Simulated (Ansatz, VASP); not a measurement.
# One calculation of AlN, two programs

```
Al N
1.0
     3.09860    0.00000    0.00000
    -1.54930    2.68347    0.00000
     0.00000    0.00000    5.61900
Al N
2 2
Direct
  0.33333 0.66667 0.00504
  0.66667 0.33333 0.50504
  0.33333 0.66667 0.37996
  0.66667 0.33333 0.87996
```

Alike in both runs: functional PBE; k mesh 9 × 9 × 6; occupations gaussian, width 0.05 eV; no spin polarisation.

Ansatz relaxed the structure, and its values are those at the end. VASP's run is a single point on that final structure, the one shown.

|  | VASP | Ansatz |
| --- | --- | --- |
| version | VASP 6.6.1 | Ansatz 0.2.0 |
| potentials or method | VASP PAW PBE potentials, release 64 (Al, N) | scalar-relativistic, plane waves, PAW |
| plane-wave cutoff (eV) | 520 | 520 |
| valence electrons in the cell | 16 | 16 |

|  | VASP | Ansatz | Ansatz less VASP |
| --- | --- | --- | --- |
| gap on the k mesh at the Fermi level (eV) | 2.76 | 2.76 | +0.001 |
| least direct gap on the mesh (eV) | 2.76 | 2.76 | +0.001 |
| pressure (GPa) | -12.6 | -12.5 | +0.16 |
| rms of the force components (eV/Å) | 0.003 | 0.004 | +0.0005 |

Ansatz warned: «stress_scf_threshold_loose».

Expect the measured gap to be larger: semilocal functionals such as PBE lack the derivative discontinuity.
